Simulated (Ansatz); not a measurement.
## Sn under changes of volume

One of the cells (27.353 Å³/atom); the others are scaled copies at fixed shape and fractional positions:

```xyz
1
Lattice="-2.0292 2.0292 1.6608 2.0292 -2.0292 1.6608 2.0292 2.0292 -1.6608" Properties=species:S:1:pos:R:3 pbc="T T T"
Sn    0.0000    0.0000    0.0000
```

This isn't the form of Sn at room conditions, which is tetragonal (white tin).

* Program: Ansatz 0.2.0
* Functional: PBE0
* Potentials or basis: Ansatz PAW
* Cutoff: 420 eV (not typed: the program's choice for these potentials)
* k mesh: 6 × 6 × 6
* Occupations: fermi-dirac, width 0.05 eV
* Spin: no spin polarisation

| volume (Å³/atom) | energy over the lowest point (meV/atom) | pressure (GPa) |
| --- | --- | --- |
| 25.712 | 15.01 | 3.5 |
| 26.259 | 5.46 | 2.1 |
| 26.806 | ? | ? |
| 27.353 | 0.00 | -0.4 |
| 27.901 | 3.16 | -1.4 |
| 28.448 | 8.92 | -1.7 |
| 28.995 | 16.26 | -2.6 |

Problem. What does the run at 26.806 Å³/atom give?

Solution. Energy over the lowest point 0.63 meV/atom; pressure 0.8 GPa.

Worked out: A Birch-Murnaghan fit of order 3 (a polynomial in V^(-2/3)) to the other rows has its minimum at 27.14 Å³/atom with B0 = V·E''(V) = 53 GPa (rough, since the energies scatter) at fixed shape and positions, which overstates the stiffness. It gives 0.66 meV/atom at 26.806 Å³/atom, against the run's 0.63, and -dE/dV = 0.7 GPa, against 0.8.

Energies are extrapolated to zero smearing.

Caveats: all runs use coarse meshes; the PAW data sets come from PBE, with cores solved anew for the run's functional, which leaves a small shift of forces and pressure; the thresholds are loose for stress.
